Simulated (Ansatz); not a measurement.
Geometry optimisation in Ansatz: input, command and trajectory.

```yaml
crystal:
  lattice:
    - [-5.69334402, 3.79556268, 1.89778134]
    - [5.69334402, 3.79556268, -1.89778134]
    - [-1.89778134, -3.79556268, -5.69334402]
  atoms:
    - { symbol: Ti, position: [0.5530787465, 0.8543111193, 0.9007323577] }
    - { symbol: Ti, position: [0.1421966234, 0.0475323147, 0.6958313436] }
    - { symbol: Ti, position: [0.3476325351, 0.4473095459, 0.2975326189] }
    - { symbol: Ti, position: [0.7545903147, 0.2515311758, 0.5011871941] }
    - { symbol: Ti, position: [0.797386157, 0.5982125779, 0.3955453249] }
    - { symbol: Cu, position: [0.0480563905, 0.3470699187, 0.9013731] }
    - { symbol: Cu, position: [0.1011545995, 0.7004573181, 0.7984491562] }
    - { symbol: Cu, position: [0.2059986482, 0.4025465315, 0.6050408596] }
    - { symbol: Cu, position: [0.5960878427, 0.2073143005, 0.7994790031] }
    - { symbol: Cu, position: [0.6490428695, 0.5483322731, 0.7008981846] }
    - { symbol: Cu, position: [0.699656158, 0.8959067955, 0.5990396847] }
    - { symbol: Cu, position: [0.2995832194, 0.0965566194, 0.3982983567] }
    - { symbol: Cu, position: [0.3992453325, 0.8002732223, 0.2024531567] }
    - { symbol: Cu, position: [0.9995051488, 0.0025298901, 0.003800702] }
    - { symbol: Cu, position: [0.4563751101, 0.1537461068, 0.0974042524] }
    - { symbol: Cu, position: [0.5000390556, 0.4973046934, 0.9915484558] }
    - { symbol: Cu, position: [0.8917290539, 0.2934926136, 0.1964711481] }
    - { symbol: Cu, position: [0.9477330957, 0.6474068471, 0.0935561841] }
    - { symbol: Zn, position: [0.2433471337, 0.7463234105, 0.4992953198] }
    - { symbol: Zn, position: [0.8504243898, 0.9497317331, 0.3001834444] }
  symmetry: { detect: false }
basis:
  ecutwfc: 420
kpoints:
  mp_grid: { grid: [2, 2, 2], shift: [0.5, 0.5, 0.5] }
hamiltonian:
  xc: pbe
scf:
  occupations: { method: gaussian, width: 0.1 }
  lower_state_search: "off"
output:
  forces: true
  stress: true
  eigenvalues: true
relax:
  adjacent_minimum: "off"
  f_tol: 0.04
  max_steps: 50
  cell: { stress_tol: 0.3 }
```

```bash
ansatz run input.yaml --threads 4 --pin off --max-ram 9216MiB --backend cpu --events-out ev --progress --plain --runs-dir out
```

These are results of DFT PBE, scalar-relativistic, plane waves, PAW (Ansatz), not measurements.

Of 6 frames 6 are shown, positions in Å and forces in eV/Å; the SCF threshold varies from step to step. Steps run on the plane waves of an earlier cell, with a Pulay correction in the pressure. The basis is chosen afresh for the last frame, the zero of the energies, and can be on the way; energy and pressure step there, also at an unchanged geometry.

```xyz
20
Lattice="-5.6933 3.7956 1.8978 5.6933 3.7956 -1.8978 -1.8978 -3.7956 -5.6933" Properties=species:S:1:pos:R:3:forces:R:3 pbc="T T T" step=1 free_energy_over_end_meV_per_atom=21.97 pressure_GPa=-2.26
Ti    0.0056    1.9230   -5.6999    0.2050   -0.1490    0.2690
Ti   -1.8595   -1.9209   -3.7820   -0.1060    0.4030   -1.0110
Ti    0.0028    1.8879   -1.8831   -0.1710   -0.4590    0.0210
Ti   -3.8152    1.9165   -1.8987    0.0130   -0.4850   -0.2550
Ti   -1.8846    3.7958   -1.8740    0.0220   -0.0450    0.3590
Cu   -0.0082   -1.9215   -5.6993    0.2280   -0.0290   -0.0780
Cu    1.8968    0.0120   -5.6832   -0.2590   -0.1290   -0.4540
Cu   -0.0292    0.0133   -3.8177    0.1680   -0.0760   -0.0380
Cu   -3.7307    0.0149   -3.8139   -0.3050    0.0610   -0.0890
Cu   -1.9035    1.8844   -3.7993   -0.0420    0.0960    0.0210
Cu   -0.0195    3.7824   -3.7830    0.3730   -0.0930   -0.3860
Cu   -1.9118   -0.0082   -1.8823    0.0030    0.0410    0.1230
Cu    1.8990    3.7844   -1.9137    0.0590   -0.0160    0.2950
Cu   -5.6833    3.7889    1.8704   -0.1800    0.0060    0.3300
Cu   -1.9078    1.9460    0.0198    0.1300   -0.3820    0.1240
Cu   -1.8973    0.0220   -5.6400    0.1740   -0.0160   -0.1490
Cu   -3.7788    3.7529    0.0167   -0.1410    0.3720    0.1790
Cu   -1.8874    5.6994    0.0373   -0.0600    0.2340    0.0820
Zn    1.9161    1.8613   -3.7972   -0.0480    0.4140    0.3320
Zn   -0.0043    5.6932   -1.8975   -0.0630    0.2500    0.3250
20
Lattice="-5.6859 3.7293 1.8897 5.6910 3.7428 -1.9015 -1.8987 -3.7284 -5.6810" Properties=species:S:1:pos:R:3:forces:R:3 pbc="T T T" step=2 free_energy_over_end_meV_per_atom=6.78 pressure_GPa=-0.44
Ti    0.0270    1.8932   -5.6676    0.0390   -0.0530    0.0700
Ti   -1.8644   -1.8520   -3.8601   -0.0210    0.2050   -0.1870
Ti   -0.0163    1.8168   -1.8779    0.0040   -0.1700   -0.0500
Ti   -3.8072    1.8430   -1.9145   -0.0620   -0.1730   -0.0580
Ti   -1.8830    3.7445   -1.8584   -0.0270   -0.0630    0.1360
Cu    0.0108   -1.8870   -5.7051    0.1490   -0.0190   -0.0820
Cu    1.8817    0.0173   -5.6952   -0.0930   -0.0830   -0.2120
Cu   -0.0042    0.0085   -3.8213    0.1670   -0.0770   -0.0460
Cu   -3.7460    0.0210   -3.8348   -0.2130    0.0530   -0.1280
Cu   -1.9000    1.8631   -3.7928   -0.0160    0.0170    0.0120
Cu    0.0111    3.7275   -3.8018    0.1220   -0.0430   -0.1250
Cu   -1.9161   -0.0088   -1.8769    0.0070   -0.0700    0.0450
Cu    1.8898    3.7302   -1.8832   -0.0470   -0.0230    0.1920
Cu   -5.6862    3.7180    1.9006   -0.1180   -0.0990    0.2210
Cu   -1.9096    1.8799    0.0189    0.0250   -0.2650    0.0290
Cu   -1.8829    0.0337   -5.6550    0.0990    0.0510   -0.1630
Cu   -3.7853    3.7093    0.0266   -0.0310    0.1640    0.0650
Cu   -1.8851    5.6318    0.0357   -0.0240    0.1620    0.0520
Zn    1.9218    1.8786   -3.7701    0.0650    0.2860    0.1450
Zn   -0.0111    5.6336   -1.8848   -0.0240    0.2000    0.0840
20
Lattice="-5.7218 3.6894 1.8910 5.7380 3.7122 -1.8881 -1.9325 -3.7070 -5.7133" Properties=species:S:1:pos:R:3:forces:R:3 pbc="T T T" step=3 free_energy_over_end_meV_per_atom=3.20 pressure_GPa=-0.55
Ti    0.0431    1.8986   -5.6632   -0.0480   -0.0410   -0.0460
Ti   -1.8798   -1.7172   -3.9164   -0.0380   -0.0590   -0.0780
Ti   -0.0280    1.7150   -1.8781    0.0870    0.0380   -0.0490
Ti   -3.8481    1.6919   -1.9303   -0.0750    0.0030    0.0240
Ti   -1.9386    3.6746   -1.8427    0.0940    0.2540   -0.0210
Cu    0.0220   -1.9217   -5.7472   -0.0860    0.0050    0.0050
Cu    1.8985    0.0098   -5.6847    0.0550   -0.0250   -0.1370
Cu    0.1215   -0.0159   -3.9067   -0.1450   -0.0140    0.1780
Cu   -3.8385    0.0353   -4.0205    0.0930   -0.0360    0.1010
Cu   -1.9062    1.7681   -3.7843   -0.0020   -0.1200    0.0070
Cu   -0.0459    3.6810   -3.7742    0.0570    0.0300    0.0520
Cu   -1.9230   -0.0534   -1.8505    0.0100    0.1370    0.0040
Cu    1.8252    3.6754   -1.7727    0.2150    0.0780   -0.2520
Cu   -5.7347    3.6647    2.0362    0.0150   -0.0060   -0.0450
Cu   -1.9361    1.7730    0.0164    0.0040   -0.0710   -0.0470
Cu   -1.8681    0.0638   -5.7868   -0.2360   -0.1000    0.3200
Cu   -3.8297    3.6581   -0.0232    0.0900    0.0770    0.1190
Cu   -1.8889    5.6521    0.0522   -0.0560   -0.0700   -0.0950
Zn    1.9452    1.9902   -3.7541    0.0340   -0.0150   -0.0200
Zn   -0.0119    5.6639   -1.8680   -0.0680   -0.0640   -0.0210
20
Lattice="-5.7323 3.6538 1.9022 5.7410 3.6751 -1.9188 -1.9094 -3.6542 -5.7017" Properties=species:S:1:pos:R:3:forces:R:3 pbc="T T T" step=4 free_energy_over_end_meV_per_atom=0.23 pressure_GPa=0.38
Ti    0.0474    1.8574   -5.6808    0.0030   -0.0060    0.0180
Ti   -1.8791   -1.7349   -3.9069    0.0250    0.0370    0.0040
Ti    0.0069    1.7308   -1.8888   -0.0090   -0.0560   -0.0010
Ti   -3.8523    1.7392   -1.9166   -0.0190   -0.0470   -0.0260
Ti   -1.9131    3.6718   -1.8698   -0.0170   -0.0160    0.0720
Cu    0.0209   -1.8574   -5.7353    0.0420   -0.0060    0.0020
Cu    1.9111   -0.0010   -5.7358   -0.0190    0.0350    0.0470
Cu    0.0900   -0.0027   -3.8625    0.0140    0.0060   -0.0380
Cu   -3.8150    0.0373   -3.9339   -0.0400    0.0110   -0.0070
Cu   -1.8988    1.7620   -3.7828    0.0070    0.0180   -0.0010
Cu   -0.0072    3.6544   -3.7975   -0.0140    0.0040   -0.0160
Cu   -1.9184   -0.0170   -1.8580    0.0050    0.0150   -0.0360
Cu    1.8623    3.6644   -1.8436   -0.0430   -0.0160    0.0450
Cu   -5.7435    3.6093    2.0168    0.0130    0.0060   -0.0070
Cu   -1.9281    1.7659   -0.0001    0.0040    0.0200    0.0430
Cu   -1.8991    0.0566   -5.7328    0.0540    0.0240   -0.0690
Cu   -3.7889    3.6489    0.0256   -0.0250    0.0020   -0.0480
Cu   -1.9154    5.5638    0.0214    0.0070    0.0230    0.0260
Zn    1.9592    1.9536   -3.7892    0.0050   -0.0250    0.0020
Zn   -0.0122    5.6065   -1.8855    0.0060   -0.0280   -0.0090
20
Lattice="-5.7488 3.6446 1.9038 5.7584 3.6638 -1.9134 -1.9230 -3.6494 -5.7220" Properties=species:S:1:pos:R:3:forces:R:3 pbc="T T T" step=5 free_energy_over_end_meV_per_atom=-0.14 pressure_GPa=0.00
Ti    0.0417    1.8544   -5.6928   -0.0050   -0.0080   -0.0070
Ti   -1.8852   -1.7235   -3.9226   -0.0100   -0.0050    0.0000
Ti    0.0057    1.7136   -1.8932    0.0020    0.0130    0.0070
Ti   -3.8725    1.7104   -1.9290    0.0010    0.0180    0.0190
Ti   -1.9265    3.6573   -1.8514    0.0010   -0.0330    0.0030
Cu    0.0212   -1.8660   -5.7539   -0.0070   -0.0030    0.0030
Cu    1.9160    0.0019   -5.7287   -0.0010    0.0100    0.0000
Cu    0.0933   -0.0077   -3.8826   -0.0030    0.0040    0.0020
Cu   -3.8358    0.0366   -3.9689   -0.0040    0.0030   -0.0020
Cu   -1.9070    1.7558   -3.7897   -0.0040   -0.0060    0.0020
Cu   -0.0267    3.6390   -3.7991    0.0110   -0.0040    0.0050
Cu   -1.9236   -0.0169   -1.8715    0.0030    0.0070   -0.0110
Cu    1.8605    3.6479   -1.8307   -0.0010   -0.0010    0.0000
Cu   -5.7588    3.6024    2.0213   -0.0010   -0.0020   -0.0090
Cu   -1.9342    1.7537    0.0083   -0.0020    0.0020   -0.0050
Cu   -1.9003    0.0557   -5.7605   -0.0090    0.0050   -0.0080
Cu   -3.8091    3.6321    0.0099    0.0070    0.0020   -0.0030
Cu   -1.9208    5.5675    0.0287    0.0020   -0.0070    0.0040
Zn    1.9613    1.9541   -3.7969   -0.0010    0.0040   -0.0070
Zn   -0.0158    5.5851   -1.8886    0.0210    0.0010    0.0080
20
Lattice="-5.7488 3.6446 1.9038 5.7584 3.6638 -1.9134 -1.9230 -3.6494 -5.7220" Properties=species:S:1:pos:R:3:forces:R:3 pbc="T T T" step=6 free_energy_over_end_meV_per_atom=0.00 pressure_GPa=0.01
Ti    0.0417    1.8544   -5.6928   -0.0050   -0.0080   -0.0070
Ti   -1.8852   -1.7235   -3.9226   -0.0100   -0.0050    0.0000
Ti    0.0057    1.7136   -1.8932    0.0020    0.0130    0.0070
Ti   -3.8725    1.7104   -1.9290    0.0010    0.0180    0.0190
Ti   -1.9265    3.6573   -1.8514    0.0010   -0.0330    0.0020
Cu    0.0212   -1.8660   -5.7539   -0.0070   -0.0030    0.0030
Cu    1.9160    0.0019   -5.7287   -0.0010    0.0100    0.0000
Cu    0.0933   -0.0077   -3.8826   -0.0030    0.0040    0.0020
Cu   -3.8358    0.0366   -3.9689   -0.0040    0.0030   -0.0020
Cu   -1.9070    1.7558   -3.7897   -0.0040   -0.0060    0.0020
Cu   -0.0267    3.6390   -3.7991    0.0110   -0.0040    0.0050
Cu   -1.9236   -0.0169   -1.8715    0.0030    0.0070   -0.0110
Cu    1.8605    3.6479   -1.8307   -0.0010   -0.0010    0.0000
Cu   -5.7588    3.6024    2.0213   -0.0010   -0.0020   -0.0090
Cu   -1.9342    1.7537    0.0083   -0.0020    0.0020   -0.0050
Cu   -1.9003    0.0557   -5.7605   -0.0090    0.0050   -0.0090
Cu   -3.8091    3.6321    0.0099    0.0070    0.0020   -0.0030
Cu   -1.9208    5.5675    0.0287    0.0020   -0.0070    0.0040
Zn    1.9613    1.9541   -3.7969   -0.0010    0.0040   -0.0070
Zn   -0.0158    5.5851   -1.8886    0.0210    0.0010    0.0080
```

The run took 57 s on 4 threads of Intel(R) Xeon(R) Platinum 8488C (Sapphire Rapids), with other jobs on the host, peak memory 1.4 GiB.

The k mesh is coarse.